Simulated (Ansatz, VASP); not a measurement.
# CdF2 in VASP and in Ansatz

```
Cd F
1.0
     0.00000    2.69400    2.69400
     2.69400    0.00000    2.69400
     2.69400    2.69400    0.00000
Cd F
1 2
Direct
  0.00000 0.00000 0.00000
  0.25000 0.25000 0.25000
  0.75000 0.75000 0.75000
```

Alike in both runs: functional PBE; k mesh 8 × 8 × 8; occupations fermi-dirac, width 0.02 eV; no spin polarisation.

Ansatz relaxed the structure, and its values are those at the end. VASP's run is a single point on that final structure, the one shown.

|  | VASP | Ansatz |
| --- | --- | --- |
| version | VASP 6.6.1 | Ansatz 0.2.0 |
| potentials or method | VASP PAW PBE potentials, release 64 (Cd, F) | plane-wave PAW, scalar-relativistic |
| plane-wave cutoff (eV) | 520 | 420 |
| valence electrons in the cell | 26 | 34 |

Ansatz gave:

| Property | Result |
| --- | --- |
| gap on the k mesh at the Fermi level (eV) | 3.10 |
| pressure (GPa) | 5.5 |

Problem. Estimate VASP's values.

Solution. gap on the k mesh at the Fermi level (eV): 3.07; pressure (GPa): 6.2.

The functional is the same, so the differences come from potentials, cutoffs and numerics. The two sets of potentials don't hold the same shells in valence. Ansatz warned: «gradients_without_spin_orbit».

A k mesh can miss the band edges.
